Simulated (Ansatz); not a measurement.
Task: a calculation of the dielectric tensor and Born charges of ZrS2, space group P-3m1, with Ansatz 0.2.0 through its Python package. Give the script and its output. Level of theory: PBE, PAW, cutoff 550 eV, 12×12×4 k-points, fixed occupations.

```
Zr S
1.0
     3.69138    0.00000    0.00000
    -1.84569    3.19683    0.00000
     0.00000    0.00000    6.04108
Zr S
1 2
Direct
  0.00000 0.00000 0.00000
  0.66667 0.33333 0.76209
  0.33333 0.66667 0.23791
```

`zrs2_eps.py`
```python
'''Response of ZrS2 to an electric field.'''

import ansatz as az
import numpy as np

lattice = az.Lattice.of(
    (3.691383, 0.0, 0.0),
    (-1.845691, 3.196831, 0.0),
    (0.0, 0.0, 6.041077),
)
sites = [
    ('Zr', (0.0, 0.0, 0.0)),
    ('S', (2 / 3, 1 / 3, 0.76209)),
    ('S', (1 / 3, 2 / 3, 0.23791)),
]
xtal = az.Crystal(lattice=lattice)
for symbol, position in sites:
    xtal = xtal.atom(symbol, position)

# an insulator: whole occupations
base = xtal.calculation().functional('pbe').kpoints(12, 12, 4).basis(550).occupations('fixed').dielectric()
result = base.run()
response = result.dielectric
eps = np.asarray(response.eps_inf)

print(f'mean eps_inf {np.trace(eps) / 3:.3f}, fraction of exact exchange 1/eps = {3 / np.trace(eps):.3f}')
print(np.array2string(eps, precision=3, suppress_small=True))
for site, z in zip(result.lattice.sites, response.zstar_e):
    print(f'{site.symbol:2s} Z* trace/3 = {np.trace(z) / 3:+.3f} e')
print(f'charge neutrality missed by {response.zstar_sum_residual_pre_e:.4f} e before the sum rule')
```

```console
$ python zrs2_eps.py
mean eps_inf 8.701, fraction of exact exchange 1/eps = 0.115
[[10.637 -0.     0.   ]
 [-0.    10.637  0.   ]
 [ 0.     0.     4.828]]
Zr Z* trace/3 = +5.228 e
S  Z* trace/3 = -2.614 e
S  Z* trace/3 = -2.614 e
charge neutrality missed by 0.0022 e before the sum rule
```

The run is spin-unpolarised. With fixed filling the reported Fermi level is the top filled level among the k-points of the SCF. Averages over directions belong to no single polarisation, least of all in layered crystals. Pressure is positive in compression. This cell is a computed structure, which may not be the phase found in nature. This is the electronic (clamped-ion) response; a semilocal gap that is too small tends to raise it. The typed mesh is that of the SCF; the response is solved on denser meshes that the run picks. Timing: 4 min on 1 thread of Arm Neoverse V1, on a shared host, peak memory 1.4 GiB.
